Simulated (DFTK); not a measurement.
# Al (Fm-3m) in DFTK: reference runs

How does Al come out in PBE? The cell is run as given and disturbed, and energy against volume gives the equilibrium volume and stiffness.

All numbers are computed with DFTK 0.8.2; they aren't measurements. Logs are shortened: lines on timing, memory, paths and dates and some standing lists are left out, and cuts for length are marked.

**The experiment to reproduce.**

“The interpretation of polycrystalline coherent inelastic neutron scattering from aluminium”, 2013, pmc:3831299 quotes, for a bulk crystal of Al: bulk modulus 76.9 GPa.

How close the calculation comes is told below.

## Step 1: The crystal as given

Symmetry: Fm-3m, No. 225, cubic system. The conventional cell has a = 4.050 Å, b = 4.050 Å, c = 4.050 Å, α = 90.00°, β = 90.00°, γ = 90.00°. Around Al (site symmetry m-3m) lie 12 Al at 2.86 Å.

## Step 2: Single point, PBE

Input file run.jl:

```julia
using DFTK
using PseudoPotentialData
using Unitful, UnitfulAtomic
using LinearAlgebra, Printf
include("save.jl")
disable_threading()

# lattice vectors are the columns
lattice = austrip(1u"Å") * [           0.0       2.024805       2.024805;
                 2.024805            0.0       2.024805;
                 2.024805       2.024805            0.0]
symbols   = [:Al]
positions = [[0.0, 0.0, 0.0]]
pseudopotentials = PseudoFamily("dojo.nc.sr.pbe.v0_4_1.standard.upf")
elements = Dict(s => ElementPsp(s, pseudopotentials) for s in unique(symbols))
atoms    = [elements[s] for s in symbols]

build_model(lattice, positions; symmetries=true) =
    model_DFT(lattice, atoms, positions;
              functionals=PBE(),
              temperature=austrip(0.05u"eV"),
              smearing=Smearing.FermiDirac(),
              symmetries)
Ecut  = 26.0  # hartree
kgrid = [11, 11, 11]
tol   = 1e-6
to_GPa = ustrip(uconvert(u"GPa", 1u"hartree/bohr^3"))

model = build_model(lattice, positions)
basis = PlaneWaveBasis(model; Ecut, kgrid)
display(basis)
scfres = self_consistent_field(basis;
                               tol,
                               nbandsalg=AdaptiveBands(model; n_bands_converge=6))
display(scfres.energies)
@printf "Fermi level: %.6f eV\n" ustrip(auconvert(u"eV", something(scfres.εF, NaN)))
forces = compute_forces_cart(scfres)
println("Forces (eV/Å)")
for (s, f) in zip(symbols, forces)
    @printf "%-3s %12.6f %12.6f %12.6f\n" s ustrip.(auconvert.(u"eV/Å", f))...
end
stress = compute_stresses_cart(scfres)
println("Stress (GPa)")
display(round.(stress * to_GPa; digits=4))
println("Levels at the first k-point (eV): ", round.(ustrip.(auconvert.(u"eV", scfres.eigenvalues[1][1:scfres.n_bands_converge])); digits=4))
save_scf!(scfres; forces, stress)
```

Potentials or basis: dojo.nc.sr.pbe.v0_4_1.standard.upf (PBE).

On the command line:

```
julia --threads=1 run.jl  # save.jl only writes the numbers to a file and isn't shown; printed stress counts tension as positive; times include loading and compiling
```

Standard output:

```text
PlaneWaveBasis discretization:

    Ecut                 : 26.0 Ha
    fft_size             : (27, 27, 27), 19683 total points
    kgrid                : MonkhorstPack([11, 11, 11])
    num.   red. kpoints  : 1331
    num. irred. kpoints  : 56

    Discretized Model(gga_x_pbe+gga_c_pbe, 3D):
        lattice (in Bohr)    : [0         , 3.82633   , 3.82633   ]
                               [3.82633   , 0         , 3.82633   ]
                               [3.82633   , 3.82633   , 0         ]
        unit cell volume     : 112.04 Bohr³

        atoms                : Al
        pseudopot. family    : PseudoFamily("dojo.nc.sr.pbe.v0_4_1.standard.upf")

        num. electrons       : 3
        spin polarization    : none
        temperature          : 0.0018375 Ha
        smearing             : DFTK.Smearing.FermiDirac()

        terms                : Kinetic()
                               AtomicLocal()
                               AtomicNonlocal()
                               Ewald(nothing)
                               PspCorrection()
                               Hartree()
                               Xc(gga_x_pbe, gga_c_pbe)
                               Entropy()
n     Energy            log10(ΔE)   log10(Δρ)   Diag   Δtime
---   ---------------   ---------   ---------   ----   ------
  1   -2.317786462169                   -1.45    4.1    2.09s
  2   -2.317938139297       -3.82       -1.83    1.0    947ms
  3   -2.317958049243       -4.70       -3.63    2.1    850ms
  4   -2.317959514996       -5.83       -4.17    4.6    2.26s
  5   -2.317959515287       -9.54       -4.72    1.6    745ms
  6   -2.317959515309      -10.65       -5.65    1.8    760ms
  7   -2.317959515311      -11.68       -6.01    2.8    1.70s
Energy breakdown (in Ha):
    Kinetic             0.8505992
    AtomicLocal         0.1202424
    AtomicNonlocal      0.3761592
    Ewald               -2.6960424
    PspCorrection       0.1092836
    Hartree             0.0036043
    Xc                  -1.0816585
    Entropy             -0.0001474

    total               -2.317959515311
Fermi level: 6.885708 eV
Forces (eV/Å)
Al      0.000000     0.000000    -0.000000
Stress (GPa)
3×3 StaticArraysCore.SMatrix{3, 3, Float64, 9} with indices SOneTo(3)×SOneTo(3):
  0.6709  -0.0     -0.0
 -0.0      0.6709  -0.0
 -0.0     -0.0      0.6709
Levels at the first k-point (eV): [-4.221, 19.4512, 19.4512, 19.4512, 20.8794, 20.8794]
```

It took 33 s on 1 thread of Intel Xeon Platinum 8375C at 2.90GHz (Ice Lake), shared host; peak memory 1.4 GiB.

Results:

| Item | Value |
| --- | --- |
| Free energy | -63.0749 eV |
| Pressure | -0.7 GPa |
| Band gap on the k mesh | none (metal or under the smearing width) |

Levels at points of the mesh, in eV from the Fermi level:
| k point | band 1 | band 2 | band 3 | band 4 |
| --- | --- | --- | --- | --- |
| (0.00, 0.00, 0.00) | -11.11 | 12.57 | 12.57 | 12.57 |

## Step 3: Single point, PBE (cell strained at random at fixed volume)

run.jl: that of step 2 with these lines changed.

```diff
@@ -8,7 +8,7 @@
 # lattice vectors are the columns
-lattice = austrip(1u"Å") * [           0.0       2.024805       2.024805;
-                 2.024805            0.0       2.024805;
-                 2.024805       2.024805            0.0]
+lattice = austrip(1u"Å") * [      0.047894       2.043256       2.040582;
+                 1.969142      -0.008354       2.022715;
+                 2.026853       2.083101      -0.005679]
 symbols   = [:Al]
-positions = [[0.0, 0.0, 0.0]]
+positions = [[0.005978, -0.013119, 0.021168]]
 pseudopotentials = PseudoFamily("dojo.nc.sr.pbe.v0_4_1.standard.upf")
```

Potentials or basis: dojo.nc.sr.pbe.v0_4_1.standard.upf (PBE).

On the command line:

```
julia --threads=1 run.jl  # save.jl only writes the numbers to a file and isn't shown; printed stress counts tension as positive; times include loading and compiling
```

Standard output:

```text
PlaneWaveBasis discretization:

    Ecut                 : 26.0 Ha
    fft_size             : (27, 27, 27), 19683 total points
    kgrid                : MonkhorstPack([11, 11, 11])
    num.   red. kpoints  : 1331
    num. irred. kpoints  : 1331

    Discretized Model(gga_x_pbe+gga_c_pbe, 3D):
        lattice (in Bohr)    : [0.0905065 , 3.86119   , 3.85614   ]
                               [3.72114   , -0.0157868, 3.82238   ]
                               [3.8302    , 3.93649   , -0.0107318]
        unit cell volume     : 112.04 Bohr³

        atoms                : Al
        pseudopot. family    : PseudoFamily("dojo.nc.sr.pbe.v0_4_1.standard.upf")

        num. electrons       : 3
        spin polarization    : none
        temperature          : 0.0018375 Ha
        smearing             : DFTK.Smearing.FermiDirac()

        terms                : Kinetic()
                               AtomicLocal()
                               AtomicNonlocal()
                               Ewald(nothing)
                               PspCorrection()
                               Hartree()
                               Xc(gga_x_pbe, gga_c_pbe)
                               Entropy()
n     Energy            log10(ΔE)   log10(Δρ)   Diag   Δtime
---   ---------------   ---------   ---------   ----   ------
  1   -2.317576853767                   -1.45    3.5    26.7s
  2   -2.317742722986       -3.78       -1.83    1.0    15.8s
  3   -2.317763980318       -4.67       -3.62    2.2    19.8s
  4   -2.317765425833       -5.84       -4.20    4.5    34.7s
  5   -2.317765426196       -9.44       -4.74    1.7    18.0s
  6   -2.317765426229      -10.47       -5.74    1.8    18.9s
  7   -2.317765426232      -11.62       -6.13    2.9    24.6s
Energy breakdown (in Ha):
    Kinetic             0.8509459
    AtomicLocal         0.1189537
    AtomicNonlocal      0.3766807
    Ewald               -2.6954649
    PspCorrection       0.1092835
    Hartree             0.0037503
    Xc                  -1.0818091
    Entropy             -0.0001055

    total               -2.317765426232
Fermi level: 6.914676 eV
Forces (eV/Å)
Al     -0.000000    -0.000000    -0.000000
Stress (GPa)
3×3 StaticArraysCore.SMatrix{3, 3, Float64, 9} with indices SOneTo(3)×SOneTo(3):
 -0.4069   0.7334   1.1557
  0.7334  -0.3108  -1.5251
  1.1557  -1.5251   2.1508
Levels at the first k-point (eV): [-4.2223, 18.9092, 19.1777, 20.2672, 20.3788, 20.5102]
```

Run time: 7.2 min. Hardware: 1 thread of Intel Xeon Platinum 8375C at 2.90GHz (Ice Lake), shared host; peak memory 3.1 GiB.

Results:

- Free energy: -63.0696 eV
- Pressure: -0.5 GPa
- Band gap on the k mesh: none (metal or under the smearing width)

Levels at points of the mesh, in eV from the Fermi level:
```tsv
k point	band 1	band 2	band 3	band 4	band 5	band 6
(0.00, 0.00, 0.00)	-11.14	11.99	12.26	13.35	13.46	13.60
```

(Continued in part 2 of 2.)
